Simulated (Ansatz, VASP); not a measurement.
# HfC: VASP beside Ansatz

File INCAR:

```
SYSTEM = HfC
PREC = Accurate
ENCUT = 520
EDIFF = 1E-7
ISMEAR = 0
SIGMA = 0.1
LREAL = .FALSE.
LASPH = .TRUE.
NELM = 100
ALGO = Normal
ISIF = 2
LWAVE = .FALSE.
LCHARG = .FALSE.
GGA = PS
NBANDS = 14
```

KPOINTS

```
regular mesh
0
G
  16 16 16
  0 0 0
```

Contents of POSCAR:

```
HfC
1.0
    0.0000000000      2.3264703919      2.3264703919
    2.3264703919      0.0000000000      2.3264703919
    2.3264703919      2.3264703919      0.0000000000
Hf C
1 1
Direct
    0.5000000000      0.5000000000      0.5000000000
    0.0000000000      0.0000000000      0.0000000000
```

Input for Ansatz:

```yaml
crystal:
  lattice:
    - [0.0, 2.3264703917, 2.3264703917]
    - [2.3264703917, 0.0, 2.3264703917]
    - [2.3264703917, 2.3264703917, 0.0]
  atoms:
    - { symbol: Hf, position: [0.5, 0.5, 0.5] }
    - { symbol: C, position: [0.0, 0.0, 0.0] }
basis:
  ecutwfc: 420
kpoints:
  mp_grid: { grid: [16, 16, 16] }
hamiltonian:
  xc: pbesol
scf:
  occupations: { method: gaussian, width: 0.1 }
output:
  forces: true
  stress: true
  eigenvalues: true
```

Alike in both runs: task single point; functional PBEsol; k mesh 16 × 16 × 16; occupations gaussian, width 0.1 eV; no spin polarisation.

```csv
,VASP,Ansatz
version,VASP 6.6.1,Ansatz 0.2.0
potentials or method,"VASP PAW PBE potentials, release 64 (Hf_pv, C)","scalar-relativistic, plane waves, PAW"
plane-wave cutoff (eV),520,420
valence electrons in the cell,14,30
```

|  | VASP | Ansatz | Ansatz less VASP |
| --- | --- | --- | --- |
| gap on the k mesh at the Fermi level (eV) | none | none | - |
| pressure (GPa) | -7.4 | -6.9 | +0.45 |

A gap of «none» marks a metal or a gap that the smearing closes. With one functional, cell and mesh, what is left measures potentials, basis and numerics. The two sets of potentials don't hold the same shells in valence.

Caveats: the PAW data sets were made with another functional, which shifts forces and pressure a little (VASP). The runs have no spin-orbit coupling, so splittings on Hf are missing.
